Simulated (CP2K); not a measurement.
# MgS under changes of volume

One of the cells (22.670 Å³/atom); the others are scaled copies at fixed shape and fractional positions:

```
CELL_PARAMETERS angstrom
4.03462 0.00000 0.00000
-2.01731 3.49409 0.00000
0.00000 0.00000 6.43229
ATOMIC_POSITIONS crystal
S 0.66667 0.33333 0.87924
S 0.33333 0.66667 0.37924
Mg 0.33333 0.66667 0.99575
Mg 0.66667 0.33333 0.49575
```

The cell comes from a database or a generator and needn't be the stable form of this composition.

```yaml
Program: CP2K 2026.2
Functional: PBEsol
Potentials_or_basis: POTENTIAL_UZH S GTH-PBE-q6, Mg GTH-PBE-q10; TZVP-MOLOPT-PBE-GTH basis
Density_cutoff: 19048 eV
k_mesh: 8 × 8 × 4
Occupations: fermi-dirac, width 0.05 eV
Spin: no spin polarisation
```

| volume (Å³/atom) | energy over the lowest point (meV/atom) | pressure (GPa) | gap on the mesh (eV) |
| --- | --- | --- | --- |
| 21.309 | ? | ? | ? |
| 21.763 | 16.88 | 4.0 | 5.34 |
| 22.216 | 7.83 | 2.6 | 5.30 |
| 22.670 | 2.20 | 1.4 | 5.26 |
| 23.123 | 0.00 | 0.2 | 5.22 |
| 23.576 | 0.85 | -0.8 | 5.17 |
| 24.030 | 4.46 | -1.7 | 5.12 |

What does the run at 21.309 Å³/atom give?

Energy over the lowest point 30.28 meV/atom; pressure 5.5 GPa; gap on the mesh 5.38 eV.

Worked out: A Birch-Murnaghan fit of order 3 (a polynomial in V^(-2/3)) to the other rows has its minimum at 23.22 Å³/atom with B0 = V·E''(V) = 54 GPa and B' = 3.0 at fixed shape and positions, which overstates the stiffness. It gives 29.88 meV/atom at 21.309 Å³/atom, against the run's 30.28, and -dE/dV = 5.3 GPa, against 5.5. A straight line through the other rows of the gap, of slope -2.2 eV per unit of ln V, extrapolates to 5.39 eV, against the run's 5.38.

Energies are extrapolated to zero smearing.

Caveats: the potentials were made for another functional, which shifts forces and pressure; the basis of atomic orbitals isn't converged, which shifts pressures, moduli and gaps.

A mesh can miss the band edges.
